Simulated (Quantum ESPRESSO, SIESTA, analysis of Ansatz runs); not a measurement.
# NaCl (Fm-3m):K_Na, a ladder of methods on one cell (SIESTA), part 2 of 3

Question: at which Fermi levels does K_Na in NaCl (Fm-3m) change its charge, and how much of the answer depends on the k-points? The model is a cell of 54 host atoms with 1 Na taken out and 1 K put in.

SIESTA 5.4.2; SIESTA numerical-orbital DFT, PBEsol, DZP basis, PseudoDojo 0.4.1 potentials converted to PSML; charged supercells in a uniform background, point-charge correction with alignment at far sites.

So far. Step 2 (Band edges): The gap at this level is 5.10 eV.

## Step 3: Relaxing each charge state

Level of this step: SIESTA numerical-orbital DFT, PBEsol, DZP basis, PseudoDojo 0.4.1 potentials converted to PSML; relaxation of all atoms of a defect supercell at fixed charge in a uniform background (SIESTA).

Each state starts from the atoms near the defect displaced at random, so that no symmetry of the ideal site is imposed. An odd electron count needs spin polarisation, and the total moment is held fixed to keep the state apart from its neighbours in spin. Charge −1 is shown in full.

Input file defect.fdf:

```
SystemName                      KNa26Cl27
SystemLabel                     defect
NumberOfSpecies                 3
NumberOfAtoms                   54
%block ChemicalSpeciesLabel
  1   11 Na
  2   17 Cl
  3   19 K
%endblock ChemicalSpeciesLabel
LatticeConstant                 1.0 Ang
%block LatticeVectors
     0.006468000     8.414829000     8.414829000
     8.414829000     0.006468000     8.414829000
     8.414829000     8.414829000     0.006468000
%endblock LatticeVectors
AtomicCoordinatesFormat         Fractional
%block AtomicCoordinatesAndAtomicSpecies
     0.000000000     0.000000000     0.000000000  1
     0.166666667     0.166666667     0.166666667  2
     0.000000000     0.000000000     0.333333333  1
     0.166666667     0.166666667     0.500000000  2
     0.003536952     0.001770258     0.665682762  1
     0.166666667     0.166666667     0.833333333  2
     0.000000000     0.333333333     0.000000000  1
     0.166666667     0.500000000     0.166666667  2
     0.000000000     0.333333333     0.333333333  1
     0.166666667     0.500000000     0.500000000  2
     0.000000000     0.333333333     0.666666667  1
     0.163853396     0.499518853     0.831685650  2
     0.004560033     0.663620683     0.000679552  1
     0.166666667     0.833333333     0.166666667  2
     0.000000000     0.666666667     0.333333333  1
     0.168065842     0.837412306     0.496325609  2
    -0.003104256     0.665917413     0.671571211  1
     0.171374026     0.829846036     0.832338915  2
     0.333333333     0.000000000     0.000000000  1
     0.500000000     0.166666667     0.166666667  2
     0.328328380     0.001524525     0.336055437  1
     0.500000000     0.166666667     0.500000000  2
     0.333772954    -0.001942611     0.671306197  1
     0.500000000     0.166666667     0.833333333  2
     0.333908788     0.336654137    -0.004812438  1
     0.500000000     0.500000000     0.166666667  2
     0.333333333     0.333333333     0.333333333  1
     0.504518062     0.500381893     0.498724006  2
     0.338144139     0.331891357     0.663488491  1
     0.500424894     0.496497010     0.831863401  2
     0.330717862     0.667071814    -0.002489612  1
     0.500000000     0.833333333     0.166666667  2
     0.338186770     0.664953233     0.333161861  1
     0.502649646     0.836259339     0.495758066  2
     0.332680382     0.664092441     0.671678070  3
     0.500000000     0.833333333     0.833333333  2
     0.666666667     0.000000000     0.000000000  1
     0.833333333     0.166666667     0.166666667  2
     0.666666667     0.000000000     0.333333333  1
     0.833333333     0.166666667     0.500000000  2
     0.666666667     0.000000000     0.666666667  1
     0.833333333     0.166666667     0.833333333  2
     0.666666667     0.333333333     0.000000000  1
     0.833333333     0.500000000     0.166666667  2
     0.666666667     0.333333333     0.333333333  1
     0.833333333     0.500000000     0.500000000  2
     0.668996234     0.331756748     0.662607055  1
     0.833333333     0.500000000     0.833333333  2
     0.666666667     0.666666667     0.000000000  1
     0.833333333     0.833333333     0.166666667  2
     0.664860694     0.669445643     0.336300452  1
     0.833333333     0.833333333     0.500000000  2
     0.668415754     0.663553443     0.664060120  1
     0.833333333     0.833333333     0.833333333  2
%endblock AtomicCoordinatesAndAtomicSpecies
%block kgrid.MonkhorstPack
    1   0   0  0.25
    0   1   0  0.25
    0   0   1  0.25
%endblock kgrid.MonkhorstPack
XC.Functional                   GGA
XC.Authors                      PBEsol
PAO.BasisSize                   DZP
PAO.EnergyShift                 0.005 Ry
Mesh.Cutoff                     300 Ry
NetCharge                       -1.0
Spin                            polarized
%block DM.InitSpin
    12   0.200
    16   0.200
    28   0.200
    34   0.200
    35   0.200
%endblock DM.InitSpin
Spin.Fix                        true
Spin.Total                      1.0
OccupationFunction              FD
ElectronicTemperature           0.01 eV
MaxSCFIterations                150
SCF.MustConverge                true
SCF.Mixer.Method                Pulay
SCF.Mixer.Weight                0.1
SCF.Mixer.History               10
SCF.DM.Tolerance                3.0e-4
SCF.H.Tolerance                 3.0e-3 eV
WriteForces                     true
Charge.Mulliken                 end
SaveRho                         true
SaveElectrostaticPotential      true
Charge.Hirshfeld                end
Charge.Voronoi                  end
MD.TypeOfRun                    Broyden
MD.Steps                        90
MD.MaxForceTol                  0.04 eV/Ang
MD.MaxDispl                     0.15 Ang
WriteCoorStep                   true
AtomCoorFormatOut               Fractional
```

Started as:

```
$ OMP_NUM_THREADS=1 siesta defect.fdf > defect.out
```

Log:

```text
Version         : 5.4.2

                           ***********************
                           *  WELCOME TO SIESTA  *
                           ***********************

[...]
reinit: Reading from file defect.fdf

reinit: -----------------------------------------------------------------------
reinit: System Name: KNa26Cl27
reinit: -----------------------------------------------------------------------
reinit: System Label: defect
reinit: -----------------------------------------------------------------------

[...]
initatom: Reading input for the pseudopotentials and atomic orbitals ----------
Species number:   1 Atomic number:   11 Label: Na
Species number:   2 Atomic number:   17 Label: Cl
Species number:   3 Atomic number:   19 Label: K

[... pseudopotential checks and orbital generation ...]

prinput: Basis input

PAO.BasisType split

%block ChemicalSpeciesLabel
    1   11 Na                      # Species index, atomic number, species label
    2   17 Cl                      # Species index, atomic number, species label
    3   19 K                       # Species index, atomic number, species label
%endblock ChemicalSpeciesLabel

%block PAO.Basis                 # Define Basis set
# WARNING: This information might be incomplete!
Na                    4                    # Species label, number of l-shells
 n=2   0   1                         # n, l, Nzeta
   2.788
   1.000
 n=3   0   2                         # n, l, Nzeta
   9.697      7.095
   1.000      1.000
 n=2   1   1                         # n, l, Nzeta
   3.254
   1.000
 n=3   1   1                         # n, l, Nzeta
   9.697
   1.000
Cl                    2                    # Species label, number of l-shells
 n=3   0   2                         # n, l, Nzeta
   4.413      2.893
   1.000      1.000
 n=3   1   2 P   1                   # n, l, Nzeta, Polarization, NzetaPol
   5.490      3.619
   1.000      1.000
K                     4                    # Species label, number of l-shells
 n=3   0   1                         # n, l, Nzeta
   3.714
   1.000
 n=4   0   2                         # n, l, Nzeta
  10.978      8.237
   1.000      1.000
 n=3   1   1                         # n, l, Nzeta
   4.378
   1.000
 n=4   1   1                         # n, l, Nzeta
  10.978
   1.000
%endblock PAO.Basis

prinput: ----------------------------------------------------------------------

coor:   Atomic-coordinates input format  =     Fractional

[...]
siesta: System type = bulk

initatomlists: Number of atoms, orbitals, and projectors:     54   594   712

[... echo of the settings ...]

siesta: k-grid: Number of k-points = 1
siesta: k-points from Monkhorst-Pack grid
siesta: k-cutoff (effective) =     5.946 Ang
siesta: k-point supercell and displacements
siesta: k-grid:     1     0     0      0.250
siesta: k-grid:     0     1     0      0.250
siesta: k-grid:     0     0     1      0.250

diag: Algorithm                                     = D&C
diag: Absolute tolerance                            =  0.100E-15
diag: Orthogonalization factor                      =  0.100E-05

superc: Internal auxiliary supercell:     3 x     3 x     3  =      27
superc: Number of atoms, orbitals, and projectors:   1458  16038  19224

                     ====================================
                        Begin Broyden opt. move =      0
                     ====================================

[...]
superc: Internal auxiliary supercell:     3 x     3 x     3  =      27
superc: Number of atoms, orbitals, and projectors:   1458  16038  19224

outcell: Unit cell vectors (Ang):
        0.006468    8.414829    8.414829
        8.414829    0.006468    8.414829
        8.414829    8.414829    0.006468

outcell: Cell vector modules (Ang)   :   11.900367   11.900367   11.900367
outcell: Cell angles (23,13,12) (deg):     59.9491     59.9491     59.9491
outcell: Cell volume (Ang**3)        :   1190.3231
[...]
Initializing Density Matrix...

[...]
DM filled with atomic data (user-defined):
Note: For starting DM, Qtot, Tr[D*S] =        433.00000000        432.00000000

InitMesh: MESH = 108 x 108 x 108 = 1259712
InitMesh: Mesh cutoff (required, used) =   300.000   341.182 Ry

[...]
iscf     Eharris(eV)        E_KS(eV)     FreeEng(eV)     dDmax     Ef_up Ef_dn(eV) dHmax(eV)
   scf:    1   -45198.593719   -45202.776556   -45202.776556  0.356152 -1.819399 -3.106442  3.015771
[...]
scf:    2   -45200.738270   -45203.432542   -45203.432542  0.136189 -2.145992 -3.436435  1.913060
[...]
scf:    3   -45205.926590   -45204.999485   -45204.999485  0.051767 -1.773012 -3.061530  0.635408
[...]
scf:    4   -45205.120790   -45205.066994   -45205.066994  0.013749 -1.908349 -3.195716  0.143638
[...]
scf:    5   -45205.062580   -45205.070416   -45205.070416  0.007851 -1.710732 -2.996778  0.203802
[...]
scf:    6   -45205.080317   -45205.077072   -45205.077072  0.003049 -1.653551 -2.939765  0.034171
[...]
scf:    7   -45205.077202   -45205.077146   -45205.077146  0.001063 -1.648272 -2.933920  0.006398
[...]
scf:    8   -45205.077110   -45205.077132   -45205.077132  0.000599 -1.681674 -2.885387  0.009403
[...]
scf:    9   -45205.077196   -45205.077171   -45205.077171  0.000383 -1.726461 -2.848396  0.003391
[...]
1   1.00000
New DM after history re-use:

[...]
iscf     Eharris(eV)        E_KS(eV)     FreeEng(eV)     dDmax     Ef_up Ef_dn(eV) dHmax(eV)
   scf:    1   -45205.440238   -45205.424886   -45205.424886  0.119744 -1.718734 -2.969557  0.084667
[...]
scf:    2   -45205.414138   -45205.422258   -45205.422258  0.003695 -1.744629 -2.995592  0.135410
[...]
scf:    3   -45205.427206   -45205.425869   -45205.425869  0.002351 -1.722302 -2.973102  0.004675
[...]
scf:    4   -45205.425882   -45205.425878   -45205.425878  0.000105 -1.722731 -2.973536  0.001158
     spin moment: {S} , |S| = {        0.0        0.0    1.00000 }     1.00000

SCF Convergence by DM+H criterion
[...]
SCF cycle converged after 4 iterations

[...]
siesta: E_KS(eV) =           -45205.4259

siesta: Atomic forces (eV/Ang):
     1    0.005396    0.005149   -0.000045
     2   -0.003566    0.000029   -0.011760
     3    0.000253   -0.024465   -0.000097
     4   -0.012095   -0.004339   -0.009999
     5   -0.019128   -0.007182   -0.015595
     6    0.004422   -0.000346   -0.008596
     7    0.002158    0.000657   -0.009365
     8    0.001028   -0.009593    0.007310
     9    0.004784    0.003940    0.000659
    10   -0.002637   -0.002854   -0.004172
[...]
50    0.011568   -0.002705    0.004622
    51   -0.009721    0.001727   -0.029994
    52   -0.002225   -0.009280    0.006766
    53    0.018951   -0.009397    0.001185
    54   -0.010014   -0.008215   -0.009559
   Tot    0.074724   -0.055855   -0.105792
   Max    0.037398
   Res    0.011187    sqrt( Sum f_i^2 / 3N )
   Max    0.037398    constrained

Stress tensor Voigt[x,y,z,yz,xz,xy] (kbar):      -10.65      -10.67      -10.65        0.36        0.36        0.36
[...]
outcoor: Relaxed atomic coordinates (fractional):
   -0.00115976    0.00130348    0.00121833   1       1  Na
    0.16666591    0.16727530    0.16615736   2       2  Cl
   -0.00094214    0.00098793    0.33209926   1       3  Na
    0.16711282    0.16644301    0.50063531   2       4  Cl
   -0.00057442    0.00113967    0.66674630   1       5  Na
    0.16700029    0.16670192    0.83323083   2       6  Cl
   -0.00148031    0.33201289    0.00130537   1       7  Na
    0.16729845    0.49973371    0.16587146   2       8  Cl
    0.00003494    0.33323633    0.33320608   1       9  Na
    0.16735998    0.50055872    0.50016432   2      10  Cl
    0.00000922    0.33331761    0.66696536   1      11  Na
    0.15819427    0.49162493    0.84009690   2      12  Cl
   -0.00079394    0.66638873    0.00100709   1      13  Na
    0.16720250    0.83286373    0.16669797   2      14  Cl
    0.00017039    0.66682462    0.33321826   1      15  Na
    0.15877187    0.84254288    0.49105064   2      16  Cl
   -0.00170437    0.66697121    0.66681479   1      17  Na
    0.15948880    0.84090901    0.84176253   2      18  Cl
    0.33317330    0.00004718   -0.00000344   1      19  Na
    0.49946952    0.16686878    0.16656256   2      20  Cl
[...]
0.33362748    0.66607947    0.66657981   3      35  K
[...]
0.66811577    0.33214250    0.33185827   1      45  Na
    0.83345504    0.49987192    0.49969531   2      46  Cl
    0.66943459    0.33078022    0.66578981   1      47  Na
    0.83276666    0.49990821    0.83344334   2      48  Cl
    0.66684336    0.66647423    0.00002916   1      49  Na
    0.83391198    0.83316610    0.16639475   2      50  Cl
    0.66814852    0.66741842    0.33187214   1      51  Na
    0.83334001    0.83304296    0.50024619   2      52  Cl
    0.66791802    0.66617794    0.66645813   1      53  Na
    0.83461823    0.83338123    0.83327620   2      54  Cl

[...]
siesta: Final energy (eV):
siesta:  Band Struct. =  -10209.510955
siesta:       Kinetic =   24020.389767
siesta:       Hartree =   14687.100518
[...]
siesta:         Exch. =   -7665.870300
siesta:         Corr. =    -581.878801
[...]
siesta:   Exch.-corr. =   -8247.749102
siesta:  Ion-electron =  -54275.416719
siesta:       Ion-ion =  -21389.750342
[...]
siesta:         Total =  -45205.425878
siesta:      Fermi_up =      -1.722731
siesta:      Fermi_dn =      -2.973536

siesta: Stress tensor (static) (eV/Ang**3):
siesta:    -0.006648    0.000227    0.000224
siesta:     0.000227   -0.006660    0.000225
siesta:     0.000224    0.000225   -0.006649

siesta: Cell volume =       1190.323111 Ang**3

siesta: Pressure (static):
siesta:                Solid            Molecule  Units
siesta:           0.00007246          0.00006979  Ry/Bohr**3
siesta:           0.00665254          0.00640828  eV/Ang**3
siesta:          10.65853911         10.26719300  kBar

[...]
mulliken: Qtot =      217.000

[...]
mulliken: Qtot =      216.000

Mulliken Atomic Populations:
Atom #   charge [q] valence [e]      Sz [e]  Species
     1     0.271574    8.728426    0.029164  Na
     2    -0.309766    7.309766   -0.001460  Cl
     3     0.271642    8.728358    0.028859  Na
     4    -0.308598    7.308598   -0.001820  Cl
     5     0.243615    8.756385    0.047059  Na
     6    -0.309353    7.309353   -0.001438  Cl
     7     0.271513    8.728487    0.029020  Na
     8    -0.308540    7.308540   -0.001846  Cl
     9     0.270720    8.729280    0.042141  Na
    10    -0.307931    7.307931   -0.001768  Cl
    11     0.269580    8.730420    0.044675  Na
    12    -0.332459    7.332459   -0.001775  Cl
    13     0.243464    8.756536    0.047064  Na
    14    -0.308954    7.308954   -0.001454  Cl
    15     0.269513    8.730487    0.044786  Na
    16    -0.332387    7.332387   -0.001763  Cl
    17     0.245631    8.754369    0.047826  Na
    18    -0.332533    7.332533   -0.001768  Cl
    19     0.269450    8.730550    0.045115  Na
    20    -0.309673    7.309673   -0.001455  Cl
[...]
35     0.770374    8.229626   -0.051812  K
[...]
45     0.271954    8.728046    0.028999  Na
    46    -0.308870    7.308870   -0.001810  Cl
    47     0.243751    8.756249    0.045606  Na
    48    -0.309485    7.309485   -0.001446  Cl
    49     0.269531    8.730469    0.044950  Na
    50    -0.309800    7.309800   -0.001465  Cl
    51     0.243177    8.756823    0.046526  Na
    52    -0.309213    7.309213   -0.001467  Cl
    53     0.245258    8.754742    0.048657  Na
    54    -0.308511    7.308511   -0.001862  Cl
 Total    -1.000000                1.000000

[...]
Job completed
```

Run time: 21 min. Hardware: 1 MPI rank of Arm Neoverse V1, shared host; peak memory 0.96 GiB.

The steps and moves of this run count from the displaced start.

The steps of the relaxation:

```
step  energy less that of the first step (eV)  largest force (eV/Å)
   0                                   0.0000                0.9636
   1                                  -0.0656                0.8190
   2                                  -0.2852                0.2772
   3                                  -0.3322                0.1922
   4                                  -0.3439                0.0673
   5                                  -0.3487                0.0439
```

The atoms that moved most (Å):

```
atom      dx      dy      dz  length
Cl18   0.172  -0.020  -0.006   0.173
Cl30   0.016   0.148   0.020   0.150
Cl28  -0.143  -0.014  -0.020   0.145
Cl16  -0.002  -0.122  -0.035   0.127
Cl12   0.004   0.024  -0.114   0.116
Cl34   0.017   0.009   0.095   0.097
Na31   0.022   0.056   0.019   0.063
Na25   0.009   0.042  -0.041   0.059
```

Neighbours of K35 at the end:

```
atom  distance (Å)
Cl30         2.941
Cl12         2.943
Cl18         2.944
Cl16         2.947
Cl34         2.948
Cl28         2.948
Na25         3.971
Na33         3.976
Na13         3.977
Na29         3.978
Na53         3.978
Na51         3.979
 Na5         3.979
Na31         3.981
Na17         3.984
Na21         3.986
```

Energies on the run's own zero. States near gap, by row:

```
spin  k  band  energy (eV)  filled by count
  up  0   213       -8.116                1
  up  0   214       -8.116                1
  up  0   215       -7.997                1
  up  0   216       -7.997                1
  up  0   217       -2.683                1
  up  0   218       -1.407                0
  up  0   219      -0.9296                0
  up  0   220      -0.8789                0
  up  0   221      -0.8759                0
down  0   212       -8.158                1
down  0   213       -8.111                1
down  0   214        -8.11                1
down  0   215       -7.992                1
down  0   216       -7.992                1
down  0   217       -2.609                0
down  0   218       -1.335                0
down  0   219      -0.8562                0
down  0   220      -0.8103                0
```

Spin density in the ac plane at fractional y = 0.667, through the centre, with atoms of Na and K within 0.45 Å of it.

Values in units of 1e-3 e/Å³, 13 rows by 16 columns, each cell a mean:
```
1.3 1.1 1.4 1.4 1.3 1.5 0.7 1.2 1.1 1.2 1.2 0.8 1.2 1.2 1.2 1.0
1.4 1.5 1.3 1.1 1.3 1.5 1.4 1.3 1.0 1.0 1.2 1.2 1.2 1.1 1.0 1.2
1.4 1.2 1.1 0.9 0.7 1.0 1.2 1.2 1.3 1.2 1.2 1.1 0.9 1.1 1.2 1.3
1.1 1.4 1.2 0.7 0.4 0.7 0.6 1.1 1.5 1.0 1.0 1.0 1.1 1.1 1.1 0.8
2.3 1.2 1.4 1.0 0.5 1.0 0.5 0.8 1.3 1.3 2.5 1.0 1.2 1.1 1.2 1.2
1.1 1.3 1.4 1.1 0.9 0.5 0.4 0.8 1.1 1.3 1.4 1.1 1.2 1.0 0.9 1.2
1.2 1.0 1.1 1.3 1.4 1.3 1.1 1.0 1.2 1.3 1.4 1.2 1.0 1.1 1.1 1.2
1.1 1.1 1.0 1.2 1.0 1.2 1.4 1.2 1.4 1.3 0.9 1.2 1.0 1.1 1.2 0.8
2.6 1.1 1.2 1.2 0.7 3.4 0.9 1.4 1.4 1.1 2.7 1.2 1.2 1.2 1.2 1.3
0.8 1.0 1.1 1.0 1.1 0.8 0.8 1.2 1.1 1.2 1.0 0.7 1.1 1.1 1.1 1.1
1.2 1.1 1.1 1.0 1.0 1.1 1.1 1.1 1.0 1.0 1.2 1.2 1.0 1.0 0.9 1.2
1.2 1.0 1.0 1.2 1.1 1.1 1.0 0.9 1.1 1.2 1.2 1.2 0.9 1.0 1.1 1.1
2.0 1.2 1.3 1.3 0.6 2.6 1.0 1.2 1.2 0.9 2.2 1.1 1.2 1.2 1.1 1.1
```
Columns run along a (11.9 Å), rows up along c (11.9 Å). Atoms in or near the plane, at fractional coordinates: Na at (0.00, 0.00), Na at (0.00, 0.33), Na at (0.00, 0.67), Na at (0.33, 0.00), Na at (0.33, 0.33), K at (0.33, 0.67), Na at (0.67, 0.00), Na at (0.67, 0.33), Na at (0.67, 0.67).

Electrostatic potential energy in the ac plane at fractional y = 0.667, through the centre, with atoms of Na and K within 0.45 Å of it. With pseudopotentials it is smooth inside the atoms' cores, unlike the true potential.

Ten even steps from '0' (-62 eV) to '9' (-2 eV), each cell a mean:
```
1278999998621689999997314899999984
7789999999987789999999877899999998
9999999999999999999999999999999999
9999999999999999999999999999999999
9999999999999999999999999999999999
9999999988889999999998999999999989
6899999974126899999986578999999865
0489999983000589999983016899999850
1279999997300179999997313899999984
7789999999864579999999877899999998
9999999999999899999999999999999999
9999999999999999999999999999999999
9999999999999999999999999999999999
9999999999999999999998999999999989
6899999987568999999986578999999865
0489999997102799999983016899999850
1278999998621589999997313799999984
7789999999987789999999877899999998
9999999999999999999999999999999999
9999999999999999999999999999999999
9999999999999999999999999999999999
9999999999899999999998999999999989
6899999987558999999985578999999865
0489999997102799999983016899999850
```
Columns run along a (11.9 Å; values clipped at the 3rd and 97th percentile), rows up along c (11.9 Å). Atoms in or near the plane, at fractional coordinates: Na at (0.00, 0.00), Na at (0.00, 0.33), Na at (0.00, 0.67), Na at (0.33, 0.00), Na at (0.33, 0.33), K at (0.33, 0.67), Na at (0.67, 0.00), Na at (0.67, 0.33), Na at (0.67, 0.67).

(Continued in part 3 of 3.)

[Logs are printed without paths, hosts, clocks, repeated set-up lines and the standing remarks that a program may print on its own settings, such as how far it seeks lower states.]

[Hosts, paths, dates, database ids (printed as entryN), source tags and the programs' standing remarks are cut or masked in the printed files.]

[For some hosts the program warned that the k-mesh of the response run may be too coarse for force constants and the static dielectric constant; such warnings are not shown here.]

[Charge tables in the logs are Mulliken or Hirshfeld populations, whose sizes and signs can differ; where basis functions stand at a vacancy, SIESTA counts their charge against the missing atom's valence.]

[In relaxation paths of CP2K, step 0 can be the structure after the first move, since the trajectory file begins there, and the last row can be the final structure solved once more.]
